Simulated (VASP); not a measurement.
# TiTe2 in VASP: notebook, part 2 of 2

VASP 6.6.1. The steps go on from the part before.

### Step 3. Single point, PBE

Contents of INCAR:

```
SYSTEM = TiTe2
ALGO     = Normal         ! electronic algorithm
DIPOL    = 0.5 0.5 0.500
EDIFF    = 1E-7           ! SCF threshold, eV
ENCUT    = 280            ! plane-wave cutoff, eV
GGA      = PE             ! functional
IDIPOL   = 3            
ISIF     = 2              ! what is computed and relaxed
ISMEAR   = 0              ! smearing method
LASPH    = .True.         ! aspherical terms in the spheres
LCHARG   = .False.        ! write CHGCAR
LDIPOL   = .True.       
LREAL    = .False.        ! projectors in reciprocal space
LVACPOTAV= .True.       
LVHAR    = .True.       
LWAVE    = .False.        ! write WAVECAR
NBANDS   = 38             ! bands
NELM     = 120            ! most SCF steps
PREC     = Accurate       ! precision mode
SIGMA    = 0.05           ! smearing width, eV
```

Contents of KPOINTS:

```
k-points
0
Gamma
  7 7 1
  0 0 0
```

Contents of POSCAR:

```
TiTe2
1.0
    3.7770008876      0.0000000000      0.0000000000
   -1.8885004438      3.2709787188      0.0000000000
    0.0000000000      0.0000000000     21.9133488000
Te Ti
4 2
Direct
    0.3333333333      0.6666666666      0.2738057088
    0.6666666667      0.3333333334      0.4296627086
    0.3333333333      0.6666666666      0.5703372914
    0.6666666667      0.3333333334      0.7261942912
    0.0000000000      0.0000000000      0.3517342087
    0.0000000000      0.0000000000      0.6482657913
```

Potentials or basis: VASP PAW PBE potentials, release 64 (Te, Ti_sv).

Run with:

```
> cat potpaw_PBE.64/Te/POTCAR potpaw_PBE.64/Ti_sv/POTCAR > POTCAR
> mpirun -np 1 vasp_std > vasp.out
```

Wall time 48 s (1 thread of AMD EPYC 9R45 (Zen 5), shared host); peak memory 0.21 GiB.

The run converged, but some of its settings lie outside the range that counts as converged, so its numbers aren't taken as properties of the slab.

What came out:

| Item | Value |
| --- | --- |
| Free energy | -32.3490 eV |
| Largest force | 0.244 eV/Å |
| Band gap on the k mesh | none (metal or under the smearing width) |
| Work function of the upper face | 5.01 eV |
| Work function of the lower face | 5.01 eV |

Caveat: the cutoff is under 1.25 times the usual one of these potentials, so pressure, stress and relaxed cells hold a basis-set (Pulay) error.

### Step 4. Single point, PBE

This run uses another cell than the first one, of 28.65 Å³/atom, 0.635 times its volume.

INCAR: that of step 3 with these lines changed.

```diff
@@ -4,3 +4,3 @@
 EDIFF    = 1E-7           ! SCF threshold, eV
-ENCUT    = 280            ! plane-wave cutoff, eV
+ENCUT    = 460            ! plane-wave cutoff, eV
 GGA      = PE             ! functional
```

Contents of KPOINTS:

```
k-points
0
Gamma
  9 9 1
  0 0 0
```

Contents of POSCAR:

```
TiTe2
1.0
    3.7770008876      0.0000000000      0.0000000000
   -1.8885004438      3.2709787188      0.0000000000
    0.0000000000      0.0000000000     13.9133488000
Te Ti
4 2
Direct
    0.3333333333      0.6666666666      0.1437468455
    0.6666666667      0.3333333334      0.3892196536
    0.3333333333      0.6666666666      0.6107803464
    0.6666666667      0.3333333334      0.8562531545
    0.0000000000      0.0000000000      0.2664832495
    0.0000000000      0.0000000000      0.7335167505
```

Run with:

```
> cat potpaw_PBE.64/Te/POTCAR potpaw_PBE.64/Ti_sv/POTCAR > POTCAR
> mpirun -np 1 vasp_std > vasp.out
```

Wall time 62 s (1 thread of AMD EPYC 9R45 (Zen 5), shared host); peak memory 0.25 GiB.

These settings aren't checked as converged: the numbers below hold their error.

Results:

| Quantity | Value |
| --- | --- |
| Free energy | -32.3666 eV |
| Largest force | 0.176 eV/Å |
| Band gap on the k mesh | none (metal or under the smearing width) |

### Step 5. Single point, PBE

This run uses another cell than the first one, of 57.48 Å³/atom, 1.274 times its volume.

INCAR is that of step 4.

Contents of KPOINTS:

```
k-points
0
Gamma
  5 5 1
  0 0 0
```

Contents of POSCAR:

```
TiTe2
1.0
    3.7770008876      0.0000000000      0.0000000000
   -1.8885004438      3.2709787188      0.0000000000
    0.0000000000      0.0000000000     27.9133488000
Te Ti
4 2
Direct
    0.3333333333      0.6666666666      0.3224263797
    0.6666666667      0.3333333334      0.4447817741
    0.3333333333      0.6666666666      0.5552182259
    0.6666666667      0.3333333334      0.6775736203
    0.0000000000      0.0000000000      0.3836040769
    0.0000000000      0.0000000000      0.6163959231
```

Potentials or basis: VASP PAW PBE potentials, release 64 (Te, Ti_sv).

Run with:

```
> cat potpaw_PBE.64/Te/POTCAR potpaw_PBE.64/Ti_sv/POTCAR > POTCAR
> mpirun -np 1 vasp_std > vasp.out
```

OUTCAR:

```text
SYSTEM = TiTe2
   EDIFF = 1E-7
   ENCUT = 460
   GGA = PE
   ISIF = 2
   ISMEAR = 0
   LASPH = .True.
   LREAL = .False.
   NELM = 120
   PREC = Accurate

 Found      5 irreducible k-points:

 Following reciprocal coordinates:
            Coordinates               Weight
  0.000000  0.000000  0.000000      1.000000
  0.200000  0.000000  0.000000      6.000000
  0.400000  0.000000  0.000000      6.000000
  0.200000  0.200000  0.000000      6.000000
  0.400000  0.200000  0.000000      6.000000
   k-points           NKPTS =      5   k-points in BZ     NKDIM =      5   number of bands    NBANDS=     38
[... 280 lines left out ...]
  Total        0.5805896      0.5805896      1.4079691      0.0000000     -0.0000000      0.0000000
  in kB        2.6973859      2.6973859      6.5413436      0.0000000     -0.0000000      0.0000000
  external PRESSURE =       3.9787052 kB  Pullay stress =       0.0000000 kB

 VOLUME and BASIS-vectors are now :
 -----------------------------------------------------------------------------
  energy-cutoff  :      460.00
  volume of cell :      344.86
      direct lattice vectors                 reciprocal lattice vectors
     3.777000888  0.000000000  0.000000000     0.264760330  0.152859448  0.000000000
    -1.888500444  3.270978719  0.000000000     0.000000000  0.305718895  0.000000000
     0.000000000  0.000000000 27.913348800     0.000000000  0.000000000  0.035825153

 POSITION                                       TOTAL-FORCE (eV/Angst)
 -----------------------------------------------------------------------------------
     -0.00000      2.18065      9.00000         0.000000      0.000000     -0.228314
      1.88850      1.09033     12.41535        -0.000000      0.000000     -0.053712
     -0.00000      2.18065     15.49800         0.000000     -0.000000      0.053712
      1.88850      1.09033     18.91335         0.000000      0.000000      0.228314
      0.00000      0.00000     10.70767        -0.000000     -0.000000      0.149033
      0.00000      0.00000     17.20567         0.000000      0.000000     -0.149033
 -----------------------------------------------------------------------------------
    total drift:                               -0.000000     -0.000000      0.000000

  FREE ENERGIE OF THE ION-ELECTRON SYSTEM (eV)
  ---------------------------------------------------
  free  energy   TOTEN  =       -32.3268581802 eV

  energy  without entropy=      -32.3206799229  energy(sigma->0) =      -32.32376905

 vacuum level on the upper side and lower side of the slab         5.447         5.447
```

stdout:

```text
POSCAR found type information on POSCAR TeTi
 POSCAR found :  2 types and       6 ions
 scaLAPACK will be used
 LDA part: xc-table for (Slater+PW92), standard interpolation
 POSCAR, INCAR and KPOINTS ok, starting setup
 FFT: planning ... GRIDC
 FFT: planning ... GRID_SOFT
 FFT: planning ... GRID
 WAVECAR not read
 entering main loop
 -----------------------------------------------------------------------------
|                                                                             |
|           W    W    AA    RRRRR   N    N  II  N    N   GGGG   !!!           |
|           W    W   A  A   R    R  NN   N  II  NN   N  G    G  !!!           |
|           W    W  A    A  R    R  N N  N  II  N N  N  G       !!!           |
|           W WW W  AAAAAA  RRRRR   N  N N  II  N  N N  G  GGG   !            |
|           WW  WW  A    A  R   R   N   NN  II  N   NN  G    G                |
|           W    W  A    A  R    R  N    N  II  N    N   GGGG   !!!           |
|                                                                             |
|     Did not find any points to average over, which means that no vacuum     |
|     field-free region was found. Please increase the size of  your cell     |
|     in the dimension of the dipole correction to obtain accurate            |
|     workfunction values.                                                    |
|                                                                             |
 -----------------------------------------------------------------------------
```

Run time: 96 s. Hardware: 1 thread of AMD EPYC 9R45 (Zen 5), shared host; peak memory 0.36 GiB.

The run converged, but some of its settings lie outside the range that counts as converged, so its numbers aren't taken as properties of the slab.

Results:

| Quantity | Value |
| --- | --- |
| Free energy | -32.3269 eV |
| Largest force | 0.228 eV/Å |
| Band gap on the k mesh | none (metal or under the smearing width) |
| Work function of the upper face | 5.03 eV |
| Work function of the lower face | 5.03 eV |

Caveat: the k mesh is coarse (spacing up to 0.38 Å⁻¹), so the values aren't converged.

### Step 6. Single point, PBE

This run uses another cell than the first one, of 41.00 Å³/atom, 0.909 times its volume.

INCAR: that of step 5 with these lines changed.

```diff
@@ -2,3 +2,2 @@
 ALGO     = Normal         ! electronic algorithm
-DIPOL    = 0.5 0.5 0.500
 EDIFF    = 1E-7           ! SCF threshold, eV
@@ -11,3 +10,2 @@
 LCHARG   = .False.        ! write CHGCAR
-LDIPOL   = .True.       
 LREAL    = .False.        ! projectors in reciprocal space
```

Contents of KPOINTS:

```
k-points
0
Gamma
  7 7 1
  0 0 0
```

Contents of POSCAR:

```
TiTe2
1.0
    3.7770008876      0.0000000000      0.0000000000
   -1.8885004438      3.2709787188      0.0000000000
    0.0000000000      0.0000000000     19.9133488000
Te Ti
4 2
Direct
    0.3333333333      0.6666666666      0.2510878532
    0.6666666667      0.3333333334      0.4225983728
    0.3333333333      0.6666666666      0.5774016272
    0.6666666667      0.3333333334      0.7489121468
    0.0000000000      0.0000000000      0.3368431130
    0.0000000000      0.0000000000      0.6631568870
```

Potentials or basis: VASP PAW PBE potentials, release 64 (Te, Ti_sv).

Run with:

```
> cat potpaw_PBE.64/Te/POTCAR potpaw_PBE.64/Ti_sv/POTCAR > POTCAR
> mpirun -np 1 vasp_std > vasp.out
```

Wall time 77 s (1 thread of AMD EPYC 9R45 (Zen 5), shared host); peak memory 0.3 GiB.

The run converged, but some of its settings lie outside the range that counts as converged, so its numbers aren't taken as properties of the slab.

What came out:

```
Free energy            : -32.3610 eV
Largest force          : 0.230 eV/Å
Band gap on the k mesh : none (metal or under the smearing width)
```
